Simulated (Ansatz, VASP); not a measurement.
CsI in VASP and in Ansatz

File INCAR:

```
SYSTEM = CsI
  PREC = Accurate
  ENCUT = 520
  EDIFF = 1E-6
  ISMEAR = 0
  SIGMA = 0.01
  LREAL = .False.
  LASPH = .True.
  NELM = 80
  ALGO = Normal
  ISIF = 2
  LWAVE = .False.
  LCHARG = .False.
  GGA = PE
  NBANDS = 15
```

The input KPOINTS:

```
regular mesh
0
Gamma
  4 4 4
  0 0 0
```

File POSCAR:

```
CsI
1.0
    4.5667000000      0.0000000000      0.0000000000
    0.0000000000      4.5667000000      0.0000000000
    0.0000000000      0.0000000000      4.5667000000
Cs I
1 1
Direct
    0.0000000000      0.0000000000      0.0000000000
    0.5000000000      0.5000000000      0.5000000000
```

Input for Ansatz:

```yaml
crystal:
  lattice:
    - [4.5667, 0.0, 0.0]
    - [0.0, 4.5667, 0.0]
    - [0.0, 0.0, 4.5667]
  atoms:
    - { symbol: Cs, position: [0.0, 0.0, 0.0] }
    - { symbol: I, position: [0.5, 0.5, 0.5] }
kpoints:
  mp_grid:
    grid: [4, 4, 4]
hamiltonian:
  xc: pbe
scf:
  occupations:
    method: fixed
output:
  wannier:
    kmesh: [3, 3, 3]
    projections:
      - { species: I, l: p }
    minimise: true
```

Alike in both runs: task single point; functional PBE; k mesh 4 × 4 × 4; no spin polarisation.

|  | VASP | Ansatz |
| --- | --- | --- |
| version | VASP 6.6.1 | Ansatz 0.2.0 |
| potentials or method | VASP PAW PBE potentials, release 64 (Cs_sv, I) | plane waves, PAW |
| plane-wave cutoff (eV) | 520 | 420 |
| occupations | gaussian, width 0.01 eV | fixed |
| valence electrons in the cell | 16 | 26 |

```csv
,VASP,Ansatz,Ansatz less VASP
gap on the k mesh at the Fermi level (eV),3.87,3.89,+0.014
```

The two sets of potentials don't hold the same shells in valence.

Caveats: spin-orbit coupling is left out, which moves the levels of the heavy elements. A k mesh can miss the band edges. PBE gaps usually lie below the measured ones, often by a third to a half.
